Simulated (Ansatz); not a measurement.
Redistribution: C4H9NO + CH8OSi2 → C3H7NO + C2H10OSi2

Species: C4H9NO (dimethylacetamide) `CC(=O)N(C)C`, singlet; CH8OSi2 `C[SiH2]O[SiH3]`, singlet; C3H7NO (dimethylformamide) `CN(C)C=O`, singlet; C2H10OSi2 `CC[SiH2]O[SiH3]`, singlet. The partners trade CH3 for H; both sit on C, so the bond types are kept.

Shapes, held fixed at every level: PBE0-D4/def2-TZVP. Flexible molecules stand in one conformer, not always the lowest. Programs: Ansatz 0.2.0. Electronic energies: no zero-point or thermal term.

| level | kind | ΔE (kJ/mol) | less CCSD(T)/CBS estimate |
| --- | --- | --- | --- |
| PBE0-D4/def2-TZVPP | global hybrid | +24.0 | -0.9 |
| wB97M-V/def2-TZVPP | range-separated hybrid | +26.2 | +1.3 |
| wB97X-V/def2-TZVPP | range-separated hybrid | +25.5 | +0.6 |
| B2PLYP/def2-TZVPP | double hybrid | +23.9 | -1.0 |
| MP2/def2-TZVPP | perturbation theory | +24.2 | -0.7 |
| CCSD(T)/def2-TZVPP | coupled cluster or CI | +24.3 | -0.6 |
| CCSD/def2-TZVPP | coupled cluster or CI | +24.2 | -0.7 |
| CCSD(T)/CBS estimate | coupled cluster or CI | +24.9 | 0.0 |

The highest level, CCSD(T)/CBS estimate, gives ΔE = +24.9 kJ/mol; the levels span +23.9 to +26.2. The column of differences is taken from that level and isn't an error. No measured value is set beside it here. The CBS estimate extrapolates MP2 from def2-TZVPP and def2-QZVPP and adds CCSD(T) − MP2 in the triple-zeta set, cores frozen.

Moving the methyl group from the acyl carbon of the amide to the carbon attached to silicon is uphill at every level, with a best value of +24.9 kJ/mol. Since the bond types are conserved, the energy reflects the surroundings of the bonds. In dimethylacetamide the methyl group donates to an electron-poor carbonyl carbon through induction and hyperconjugation, and its C–C bond gains strength from the sp2 carbon. These effects evidently outweigh the steric relief expected when the acetyl methyl, crowded against the cis N-methyl, is replaced by hydrogen. On the other side, the carbon bound to electropositive silicon is already electron-rich and probably gains less from an alkyl substituent.

CCSD and CCSD(T) are nearly identical in the same basis, and MP2 lies beside them, so connected triples contribute little to the difference, as expected when similar closed-shell bonds are exchanged. The preference for the reactants is therefore well supported electronically, but a single exchange energy cannot apportion it between the amide and the silyl side.
